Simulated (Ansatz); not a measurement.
CdTe in the NiAs-type structure, relaxed with r2SCAN: 9 runs in the plane-wave code Ansatz, each a construction of maximally localised Wannier functions. The symmetry is P6_3/mmc (No. 194, hexagonal); a = 4.315 Å, c = 7.071 Å in the conventional setting, 28.50 Å³ an atom. Cd is surrounded by 6 Te at 3.05 Å; Te is surrounded by 6 Cd at 3.05 Å. No spin polarisation. The prototype was imposed, so other structures may be more stable.

```yaml
crystal:
  lattice:
    - [4.31498, 0.00000, 0.00000]
    - [-2.15749, 3.73689, 0.00000]
    - [0.00000, 0.00000, 7.07054]
  atoms:
    - { symbol: Cd, position: [0.00000, 0.00000, 0.00000] }
    - { symbol: Cd, position: [0.00000, 0.00000, 0.50000] }
    - { symbol: Te, position: [0.33333, 0.66667, 0.25000] }
    - { symbol: Te, position: [0.66667, 0.33333, 0.75000] }
```

Windows count from the Fermi level (the cell has no gap); a dash means that no such window was set (without an outer window there is no disentanglement). Rows marked drawn have settings drawn at random (some not listed).

```json
{"functional": "PBE", "SCF mesh": "6×6×4", "trial orbitals": "Te s, Te p", "functions": "8", "mesh": "6×6×2", "window (eV)": "–", "frozen (eV)": "–", "settings": "chosen", "Ω total (Å²)": "26.53", "Ω invariant (Å²)": "23.55", "largest spread (Å²)": "4.28", "least projectability": "0.59", "interpolation miss of the model's filled bands (eV, to the nearest computed level)": "0.444"}
{"functional": "PBE", "SCF mesh": "6×6×4", "trial orbitals": "Te s, Te p", "functions": "8", "mesh": "6×6×4", "window (eV)": "–", "frozen (eV)": "–", "settings": "chosen", "Ω total (Å²)": "29.03", "Ω invariant (Å²)": "25.87", "largest spread (Å²)": "4.55", "least projectability": "0.59", "interpolation miss of the model's filled bands (eV, to the nearest computed level)": "0.211"}
{"functional": "PBE", "SCF mesh": "6×6×4", "trial orbitals": "Te p", "functions": "6", "mesh": "6×6×2", "window (eV)": "–", "frozen (eV)": "–", "settings": "chosen", "Ω total (Å²)": "25.02", "Ω invariant (Å²)": "23.48", "largest spread (Å²)": "4.58", "least projectability": "0.59", "interpolation miss of the model's filled bands (eV, to the nearest computed level)": "0.441"}
{"functional": "PBE", "SCF mesh": "6×6×4", "trial orbitals": "Cd d, Te p", "functions": "16", "mesh": "6×6×2", "window (eV)": "–", "frozen (eV)": "–", "settings": "chosen", "Ω total (Å²)": "30.51", "Ω invariant (Å²)": "28.13", "largest spread (Å²)": "4.19", "least projectability": "0.60", "interpolation miss of the model's filled bands (eV, to the nearest computed level)": "0.442"}
{"functional": "PBE", "SCF mesh": "6×6×4", "trial orbitals": "Cd d", "functions": "10", "mesh": "6×6×2", "window (eV)": "–", "frozen (eV)": "–", "settings": "chosen", "Ω total (Å²)": "9.79", "Ω invariant (Å²)": "9.68", "largest spread (Å²)": "1.49", "least projectability": "0.69", "interpolation miss of the model's filled bands (eV, to the nearest computed level)": "0.005"}
{"functional": "r2SCAN", "SCF mesh": "6×6×4", "trial orbitals": "Te s, Te p", "functions": "8", "mesh": "6×6×2", "window (eV)": "–", "frozen (eV)": "–", "settings": "chosen", "Ω total (Å²)": "25.25", "Ω invariant (Å²)": "22.62", "largest spread (Å²)": "3.89", "least projectability": "0.64", "interpolation miss of the model's filled bands (eV, to the nearest computed level)": "0.341"}
{"functional": "r2SCAN", "SCF mesh": "6×6×4", "trial orbitals": "Cd d", "functions": "10", "mesh": "6×6×2", "window (eV)": "–", "frozen (eV)": "–", "settings": "chosen", "Ω total (Å²)": "9.94", "Ω invariant (Å²)": "9.83", "largest spread (Å²)": "1.56", "least projectability": "0.66", "interpolation miss of the model's filled bands (eV, to the nearest computed level)": "0.005"}
{"functional": "PBE", "SCF mesh": "6×6×4", "trial orbitals": "Te p", "functions": "6", "mesh": "7×7×7", "window (eV)": "–", "frozen (eV)": "–", "settings": "drawn", "Ω total (Å²)": "28.96", "Ω invariant (Å²)": "27.38", "largest spread (Å²)": "5.41", "least projectability": "0.57", "interpolation miss of the model's filled bands (eV, to the nearest computed level)": "0.178"}
{"functional": "PBE", "SCF mesh": "6×6×4", "trial orbitals": "Te s, Te p", "functions": "8", "mesh": "5×5×5", "window (eV)": "–", "frozen (eV)": "–", "settings": "drawn", "Ω total (Å²)": "28.50", "Ω invariant (Å²)": "25.33", "largest spread (Å²)": "4.55", "least projectability": "0.61", "interpolation miss of the model's filled bands (eV, to the nearest computed level)": "0.297"}
```

A dash in the last column means that the miss wasn't evaluated.

For Te s, Te p with PBE the spread goes 26.53 Å² (6×6×2), 29.03 Å² (6×6×4).

The runs are scalar-relativistic, without spin-orbit coupling.
